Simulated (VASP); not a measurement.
Input of a VASP 6.6.1 run:

Contents of INCAR:

```
SYSTEM = SnSe
PREC = Accurate
ENCUT = 520
EDIFF = 1E-6
ISMEAR = -1
SIGMA = 0.05
LREAL = .False.
LASPH = .True.
NELM = 100
ALGO = Normal
ISIF = 2
LWAVE = .False.
LCHARG = .True.
LDIPOL = .True.
IDIPOL = 3
DIPOL = 0.5 0.5 0.500
GGA = PS
LELF = .True.
LVHAR = .True.
LVACPOTAV = .True.
```

File KPOINTS:

```
Automatic mesh
0
Gamma
  5 5 1
  0 0 0
```

POSCAR

```
SnSe
1.0
    4.3100000000      0.0000000000      0.0000000000
    0.0000000000      4.3180000000      0.0000000000
    0.0000000000      0.0000000000     23.8958000000
Sn Se
4 4
Direct
    0.5000000000      0.2500000000      0.3138626872
    0.0000000000      0.7500000000      0.4412197959
    0.0000000000      0.2500000000      0.5587802041
    0.5000000000      0.7500000000      0.6861373128
    0.0000000000      0.7500000000      0.3256187280
    0.5000000000      0.2500000000      0.4294637551
    0.5000000000      0.7500000000      0.5705362449
    0.0000000000      0.2500000000      0.6743812720
```

Potentials or basis: VASP PAW PBE potentials, release 64 (Sn_d, Se).

Launch:

```sh
$ cat potpaw_PBE.64/Sn_d/POTCAR potpaw_PBE.64/Se/POTCAR > POTCAR
$ mpirun -np 1 vasp_std > vasp.out
```

Q: Estimate the ionisation potential of the upper face.

A: 4.40 eV.

Q: Estimate the band gap on the k mesh.

A: 0.82 eV, indirect (least direct gap 0.89 eV).

Q: Estimate the largest force.

A: 0.557 eV/Å.

Forces on the atoms (eV/Å):
```
Sn   0.000  0.000  0.557
Sn   0.000  0.000 -0.357
Sn   0.000  0.000  0.357
Sn   0.000  0.000 -0.557
Se   0.000  0.000  0.151
Se   0.000  0.000 -0.214
Se   0.000  0.000  0.214
Se   0.000  0.000 -0.151
```

Caveat: the PAW data sets were made with another functional, which shifts forces and pressure a little; spin-orbit coupling is left out, which moves the levels of the heavy elements.
